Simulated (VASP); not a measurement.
# CdTe (F-43m) in VASP: a series of runs

Runs on CdTe. Level: r2SCAN. Tasks: relaxation of cell and atoms.

All numbers are computed with VASP 6.6.1; they aren't measurements. Logs are shortened: lines on timing, memory, paths and dates and some standing lists are left out, and cuts for length are marked.

## 1. Starting point

It takes space group F-43m (No. 216, cubic). Conventional cell: a = 6.410 Å, b = 6.410 Å, c = 6.410 Å, α = 90.00°, β = 90.00°, γ = 90.00°. Cd (site symmetry -43m) has 4 Te at 2.78 Å as nearest neighbours. Around Te (site symmetry -43m) lie 4 Cd at 2.78 Å.

## 2. Relaxation of cell and atoms, r2SCAN

File INCAR:

```
SYSTEM = CdTe
PREC = Accurate
ENCUT = 520
EDIFF = 1E-7
ISMEAR = 0
SIGMA = 0.02
LREAL = .False.
LASPH = .True.
NELM = 60
ALGO = Normal
ISIF = 3
LWAVE = .False.
LCHARG = .False.
METAGGA = R2SCAN
LMIXTAU = .True.
IBRION = 2
NSW = 80
EDIFFG = -0.002
```

File KPOINTS:

```
regular mesh
0
Gamma
  8 8 8
  0 0 0
```

File POSCAR:

```
CdTe
1.0
    0.0000000000      3.2050000000      3.2050000000
    3.2050000000      0.0000000000      3.2050000000
    3.2050000000      3.2050000000      0.0000000000
Cd Te
1 1
Direct
    0.0000000000      0.0000000000      0.0000000000
    0.2500000000      0.2500000000      0.2500000000
```

Potentials or basis: VASP PAW PBE potentials, release 64 (Cd, Te).

On the command line:

```
$ cat potpaw_PBE.64/Cd/POTCAR potpaw_PBE.64/Te/POTCAR > POTCAR
$ mpirun -np 1 vasp_std > vasp.out
```

OUTCAR:

```text
SYSTEM = CdTe
   PREC = Accurate
   ENCUT = 520
   EDIFF = 1E-7
   ISMEAR = 0
   LREAL = .False.
   LASPH = .True.
   NELM = 60
   ISIF = 3
   METAGGA = R2SCAN
   IBRION = 2
   NSW = 80
   EDIFFG = -0.002

 ion  position               nearest neighbor table
   1  0.000  0.000  0.000-   2 2.78   2 2.78   2 2.78   2 2.78
   2  0.250  0.250  0.250-   1 2.78   1 2.78   1 2.78   1 2.78

  LATTYP: Found a face centered cubic cell.
 ALAT       =     6.4100000000

  Lattice vectors:

 A1 = (   0.0000000000,   3.2050000000,   3.2050000000)
 A2 = (   3.2050000000,   0.0000000000,   3.2050000000)
 A3 = (   3.2050000000,   3.2050000000,   0.0000000000)

Analysis of symmetry for initial positions (statically):
=====================================================================
 Subroutine PRICEL returns:
 Original cell was already a primitive cell.

 Routine SETGRP: Setting up the symmetry group for a
 face centered cubic supercell.

 Subroutine GETGRP returns: Found 24 space group operations
 (whereof 24 operations were pure point group operations)
 out of a pool of 48 trial point group operations.

The static configuration has the point symmetry T_d .

Analysis of symmetry for dynamics (positions and initial velocities):
=====================================================================
 Subroutine PRICEL returns:
 Original cell was already a primitive cell.

 Routine SETGRP: Setting up the symmetry group for a
 face centered cubic supercell.

 Subroutine GETGRP returns: Found 24 space group operations
 (whereof 24 operations were pure point group operations)
 out of a pool of 48 trial point group operations.

The dynamic configuration has the point symmetry T_d .

 Subroutine INISYM returns: Found 24 space group operations
 (whereof 24 operations are pure point group operations),
 and found     1 'primitive' translations

----------------------------------------------------------------------------------------

                                     Primitive cell

  volume of cell :      65.8437

  direct lattice vectors                    reciprocal lattice vectors
     0.000000000  3.205000000  3.205000000    -0.156006240  0.156006240  0.156006240
     3.205000000  0.000000000  3.205000000     0.156006240 -0.156006240  0.156006240
     3.205000000  3.205000000  0.000000000     0.156006240  0.156006240 -0.156006240

  length of vectors
     4.532554467  4.532554467  4.532554467     0.270210734  0.270210734  0.270210734

  position of ions in fractional coordinates (direct lattice)
     0.000000000  0.000000000  0.000000000
     0.250000000  0.250000000  0.250000000

  ion indices of the primitive-cell ions
   primitive index   ion index
                 1           1
                 2           2

----------------------------------------------------------------------------------------

 KPOINTS: regular mesh

Automatic generation of k-mesh.
 Grid dimensions read from file:
 generate k-points for:    8    8    8

 Generating k-lattice:

  Cartesian coordinates                     Fractional coordinates (reciprocal lattice)
    -0.019500780  0.019500780  0.019500780     0.125000000  0.000000000  0.000000000
     0.019500780 -0.019500780  0.019500780     0.000000000  0.125000000  0.000000000
     0.019500780  0.019500780 -0.019500780     0.000000000  0.000000000  0.125000000

  Length of vectors
     0.033776342  0.033776342  0.033776342

  Shift w.r.t. Gamma in fractional coordinates (k-lattice)
     0.000000000  0.000000000  0.000000000

 Subroutine IBZKPT returns following result:
 ===========================================

 Found     29 irreducible k-points:

 Following reciprocal coordinates:
            Coordinates               Weight
  0.000000  0.000000  0.000000      1.000000
  0.125000  0.000000  0.000000      8.000000
  0.250000  0.000000  0.000000      8.000000
  0.375000  0.000000  0.000000      8.000000
  0.500000  0.000000  0.000000      4.000000
  0.125000  0.125000  0.000000      6.000000
[... 16 lines left out ...]
  0.500000  0.250000  0.125000     48.000000
 -0.375000  0.250000  0.125000     24.000000
 [... further k-points ...]
   k-points           NKPTS =     29   k-points in BZ     NKDIM =     29   number of bands    NBANDS=     13
   number of dos      NEDOS =    301   number of ions     NIONS =      2
   total plane-waves  NPLWV =  46656
   dimension x,y,z NGX =    36 NGY =   36 NGZ =   36
   dimension x,y,z NGXF=    72 NGYF=   72 NGZF=   72
   ions per type =               1   1
   NGX,Y,Z   is equivalent  to a cutoff of  13.20, 13.20, 13.20 a.u.
   NGXF,Y,Z  is equivalent  to a cutoff of  26.41, 26.41, 26.41 a.u.
 SYSTEM =  CdTe
   PREC   = accura    normal or accurate (medium, high low for compatibility)
   ISTART =      0    job   : 0-new  1-cont  2-samecut
   ICHARG =      2    charge: 1-file 2-atom 10-const
   ISPIN  =      1    spin polarized calculation?
   LNONCOLLINEAR =      F non collinear calculations
   LSORBIT =      F    spin-orbit coupling
   LASPH  =      T    aspherical Exc in radial PAW
   ENCUT  =  520.0 eV  38.22 Ry    6.18 a.u.   8.43  8.43  8.43*2*pi/ulx,y,z
   NELM   =     60;   NELMIN=  2; NELMDL= -5     # of ELM steps
   EDIFF  = 0.1E-06   stopping-criterion for ELM
   LREAL  =      F    real-space projection
   EDIFFG = -.2E-02   stopping-criterion for IOM
   NSW    =     80    number of steps for IOM
   IBRION =      2    ionic relax: 0-MD 1-quasi-New 2-CG
   NFREE  =      1    steps in history (QN), initial steepest desc. (CG)
   ISIF   =      3    stress and relaxation
   ISYM   =      2    0-nonsym 1-usesym 2-fastsym
   POTIM  = 0.5000    time-step for ionic-motion
   TEBEG  =    0.0;   TEEND  =   0.0 temperature during run
   PSTRESS=    0.0 pullay stress
   NELECT =      18.0000    total number of electrons
   NUPDOWN=      -1.0000    fix difference up-down
   EMIN   =  10.00;   EMAX   =-10.00  energy-range for DOS
   EFERMI =   0.00;   METHOD = LEGACY
   ISMEAR =     0;   SIGMA  =   0.02  broadening in eV -4-tet -1-fermi 0-gaus
   EFERMI_NEDOS =   21; number of points for ismear=-14 and -15
   IALGO  =     38    algorithm
   IMIX   =      4    mixing-type and parameters
     AMIX     =   0.40;   BMIX     =  1.00
     AMIX_MAG =   1.60;   BMIX_MAG =  1.00
  volume/ion in A,a.u.               =      32.92       222.17
  Fermi-wavevector in a.u.,A,eV,Ry     =   1.062497  2.007828 15.359610  1.128899
  Thomas-Fermi vector in A             =   2.197950
   LORBIT       =      0    0 simple, 1 ext, 2 COOP (PROOUT), +10 PAW based schemes
   METAGGA = R2SCAN    functional components
   LHFCALC =     F    Hartree Fock is set to
   AEXX    =    0.0000 exact exchange contribution
   IVDW    =     0    specifies the selected vdW correction
   LEPSILON=     F    determine dielectric tensor
   LRPA    =     F    only Hartree local field effects (RPA)
 conjugate gradient relaxation of ions
 non-spin polarized calculation
 Gauss-broadening in eV      SIGMA  =   0.02
  energy-cutoff  :      520.00
  volume of cell :       65.84
 maximum number of plane-waves:      1807
 NGX is ok and might be reduce to    36
   NGX = 17   NGY = 17   NGZ = 17

--------------------------------------- Ionic step        1  -------------------------------------------

 number of electron      17.9999995 magnetization

 Free energy of the ion-electron system (eV)
  ---------------------------------------------------
  ext. energy  EPLUGINS =         0.00000000
  ---------------------------------------------------
  free energy    TOTEN  =       -46.59768537 eV

  energy without entropy =      -46.59768537  energy(sigma->0) =      -46.59768537

------------------------ aborting loop because EDIFF is reached ----------------------------------------

  FORCE on cell =-STRESS in cart. coord.  units (eV):
  Direction    XX          YY          ZZ          XY          YZ          ZX
  --------------------------------------------------------------------------------------
  -------------------------------------------------------------------------------------
  Total        1.3812902      1.3812902      1.3812902      0.0000000     -0.0000000      0.0000000
  in kB       33.6109974     33.6109974     33.6109974      0.0000000     -0.0000000      0.0000000
  external PRESSURE =      33.6109974 kB  Pullay stress =       0.0000000 kB
[... 165 lines left out ...]
  energy  without entropy=      -46.6449894895  energy(sigma->0) =      -46.64498949

--------------------------------------- Ionic step        6  -------------------------------------------

 number of electron      18.0000006 magnetization

 Free energy of the ion-electron system (eV)
  ---------------------------------------------------
  ext. energy  EPLUGINS =         0.00000000
  ---------------------------------------------------
  free energy    TOTEN  =       -46.64498970 eV

  energy without entropy =      -46.64498970  energy(sigma->0) =      -46.64498970

 E-fermi :   1.8495     XC(G=0):  -8.9302

 val. band max:        1.7636489843   @ k =   0.0000   0.0000   0.0000
 cond. band min:       2.9135954650   @ k =   0.0000   0.0000   0.0000
 fundamental gap:      1.1499464807
 Fermi energy:         1.8494514804

 k-point     1 :       0.0000    0.0000    0.0000
  band No.  band energies     occupation
      1      -9.5470      2.00000
      2      -6.6760      2.00000
      3      -6.6760      2.00000
      4      -6.6760      2.00000
      5      -6.4203      2.00000
      6      -6.4203      2.00000
      7       1.7636      2.00000
      8       1.7636      2.00000
      9       1.7636      2.00000
     10       2.9136      0.00000
     11       6.8195      0.00000
     12       6.8195      0.00000
     13       6.8195      0.00000
[... 353 lines left out ...]
 k-point    24 :      -0.3750    0.2500    0.1250
  band No.  band energies     occupation
      1      -9.1174      2.00000
      2      -6.5889      2.00000
      3      -6.5792      2.00000
      4      -6.4340      2.00000
      5      -6.4147      2.00000
      6      -5.9841      2.00000
      7      -2.3268      2.00000
      8      -0.2049      2.00000
      9       0.5608      2.00000
     10       5.3203      0.00000
     11       6.7232      0.00000
     12       8.1278      0.00000
     13       9.3210      0.00000

 [... further k-points ...]

------------------------ aborting loop because EDIFF is reached ----------------------------------------

  FORCE on cell =-STRESS in cart. coord.  units (eV):
  Direction    XX          YY          ZZ          XY          YZ          ZX
  --------------------------------------------------------------------------------------
  -------------------------------------------------------------------------------------
  Total        0.0011800      0.0011800      0.0011800      0.0000000      0.0000000     -0.0000000
  in kB        0.0267533      0.0267533      0.0267533      0.0000000      0.0000000     -0.0000000
  external PRESSURE =       0.0267533 kB  Pullay stress =       0.0000000 kB
[... 17 lines left out ...]
  FREE ENERGIE OF THE ION-ELECTRON SYSTEM (eV)
  ---------------------------------------------------
  free  energy   TOTEN  =       -46.6449896985 eV

  energy  without entropy=      -46.6449896985  energy(sigma->0) =      -46.64498970

 reached required accuracy - stopping structural energy minimisation
```

It took 12 min on 1 thread of Intel Xeon Platinum 8175M at 2.50GHz (Skylake/Cascade Lake), shared host; peak memory 0.24 GiB.

What came out:

* Free energy: -46.6450 eV
* Relaxed volume: 35.33 Å³/atom
* Relaxed cell: a = 4.641 Å, b = 4.641 Å, c = 4.641 Å, α = 60.00°, β = 60.00°, γ = 60.00°
* Space group after relaxing (to 0.05 Å): F-43m (No. 216)
* Energy gained by relaxing: 23.7 meV/atom
* Ionic steps: 6
* Pressure after relaxing: 0.0 GPa
* Band gap on the k mesh: 1.15 eV, direct

Step by step:
| step | energy change (eV) | largest force (eV/Å) | pressure (GPa) | volume (Å³) |
| --- | --- | --- | --- | --- |
| 1 | 0.0000 | 0.0000 | 3.36 | 65.84 |
| 2 | -0.0406 | 0.0000 | -1.05 | 72.65 |
| 3 | -0.0473 | 0.0000 | 0.01 | 70.65 |
| 4 | -0.0473 | 0.0000 | -0.04 | 70.75 |
| 5 | -0.0473 | 0.0000 | 0.01 | 70.65 |
| 6 | -0.0473 | 0.0000 | 0.00 | 70.67 |

Final structure:
```cif
data_structure
_symmetry_space_group_name_H-M 'P 1'
_symmetry_Int_Tables_number 1
_cell_length_a 4.6406
_cell_length_b 4.6406
_cell_length_c 4.6406
_cell_angle_alpha 60.000
_cell_angle_beta 60.000
_cell_angle_gamma 60.000
_cell_volume 70.67
loop_
_atom_site_label
_atom_site_type_symbol
_atom_site_fract_x
_atom_site_fract_y
_atom_site_fract_z
_atom_site_occupancy
Cd1 Cd 0.00000 0.00000 0.00000 1
Te1 Te 0.25000 0.25000 0.25000 1
```

Levels at points of the mesh, in eV from the valence-band top:
```
           k point  band 6  band 7  band 8  band 9  band 10  band 11  band 12  band 13
(0.00, 0.00, 0.00)   -8.18    0.00    0.00    0.00     1.15     5.06     5.06     5.06
(0.50, 0.00, 0.00)   -7.84   -4.28   -0.74   -0.74     2.19     5.60     5.60     7.38
(0.50, 0.50, 0.00)   -7.70   -4.17   -1.78   -1.78     2.96     2.99     9.24     9.62
```

Caveat: the PAW data sets were made with another functional, which shifts forces and pressure a little; spin-orbit coupling is left out, which moves the levels of the heavy elements.

## 3. Relaxation of cell and atoms, r2SCAN

This run uses another cell than the first one, of 35.33 Å³/atom, 1.073 times its volume.

INCAR is that of step 2.

KPOINTS is that of step 2.

File POSCAR:

```
CdTe                                    
1.0
   -0.0000000000      3.2813972632      3.2813972632
    3.2813972632     -0.0000000000      3.2813972632
    3.2813972632      3.2813972632      0.0000000000
  Cd              Te            
     1     1
Direct
     1.0000000000000000    0.0000000000000000    1.0000000000000000
     0.2500000000000000    0.2500000000000000    0.2500000000000000
```

Potentials or basis: VASP PAW PBE potentials, release 64 (Cd, Te).

On the command line:

```
$ cat potpaw_PBE.64/Cd/POTCAR potpaw_PBE.64/Te/POTCAR > POTCAR
$ mpirun -np 1 vasp_std > vasp.out
```

It took 3.6 min on 1 thread of Intel Xeon Platinum 8175M at 2.50GHz (Skylake/Cascade Lake), shared host; peak memory 0.23 GiB.

Results (log left out):

```yaml
Free_energy: -46.6453 eV
Pressure_after_relaxing: 0.0 GPa
Band_gap_on_the_k_mesh: 1.15 eV, direct
```

Final structure:
```xyz
2
Lattice="0.0000 3.2814 3.2814 3.2814 0.0000 3.2814 3.2814 3.2814 0.0000" Properties=species:S:1:pos:R:3 pbc="T T T"
Cd    0.0000    0.0000    0.0000
Te    1.6407    1.6407    1.6407
```

Levels at points of the mesh, in eV from the valence-band top:
```tsv
k point	band 5	band 6	band 7	band 8	band 9	band 10	band 11	band 12	band 13
(0.00, 0.00, 0.00)	-8.18	-8.18	0.00	0.00	0.00	1.15	5.06	5.06	5.06
(0.50, 0.00, 0.00)	-8.18	-7.84	-4.28	-0.74	-0.74	2.19	5.60	5.60	7.38
(0.50, 0.50, 0.00)	-8.15	-7.70	-4.17	-1.78	-1.78	2.96	2.99	9.24	9.62
```

Caveat: the relaxation stopped at its first step, so nothing moved; the PAW data sets were made with another functional, which shifts forces and pressure a little; spin-orbit coupling is left out, which moves the levels of the heavy elements. r2SCAN opens gaps a little over a GGA but as a rule still falls short of measured ones.
